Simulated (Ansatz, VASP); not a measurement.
One calculation of Ge, two programs

The input INCAR:

```
SYSTEM = Ge
PREC = Accurate
ENCUT = 520
EDIFF = 1E-6
ISMEAR = -1
SIGMA = 0.05
LREAL = .FALSE.
LASPH = .TRUE.
NELM = 60
ALGO = Normal
ISIF = 2
LWAVE = .FALSE.
LCHARG = .FALSE.
GGA = PE
NBANDS = 21
```

KPOINTS

```
regular mesh
0
G
  6 6 6
  0 0 0
```

File POSCAR:

```
Ge
1.0
    0.0000000000      2.7809531083      2.7809531083
    2.7809531083      0.0000000000      2.7809531083
    2.7809531083      2.7809531083      0.0000000000
Ge
2
Direct
    0.0000000000      0.0000000000      0.0000000000
    0.2500000000      0.2500000000      0.2500000000
```

Input for Ansatz:

```yaml
crystal:
  lattice:
    - [0.0, 2.7809531082970946, 2.7809531082970946]
    - [2.7809531082970946, 0.0, 2.7809531082970946]
    - [2.7809531082970946, 2.7809531082970946, 0.0]
  atoms:
    - { symbol: Ge, position: [0.0, 0.0, 0.0] }
    - { symbol: Ge, position: [0.25, 0.25, 0.25] }
basis:
  ecutwfc: 500.0
kpoints:
  mp_grid:
    grid: [6, 6, 6]
hamiltonian:
  xc: pbe
scf:
  occupations:
    method: fermi_dirac
    width: 0.05
output:
  stress: true
```

Alike in both runs: task single point; functional PBE; k mesh 6 × 6 × 6; occupations fermi-dirac, width 0.05 eV; no spin polarisation.

|  | VASP | Ansatz |
| --- | --- | --- |
| version | VASP 6.6.1 | Ansatz 0.2.0 |
| potentials or method | VASP PAW PBE potentials, release 64 (Ge_d) | plane waves, PAW |
| plane-wave cutoff (eV) | 520 | 500 |
| valence electrons in the cell | 28 | 28 |

|  | VASP | Ansatz | Ansatz less VASP |
| --- | --- | --- | --- |
| pressure (GPa) | 7.9 | 7.9 | +0.07 |
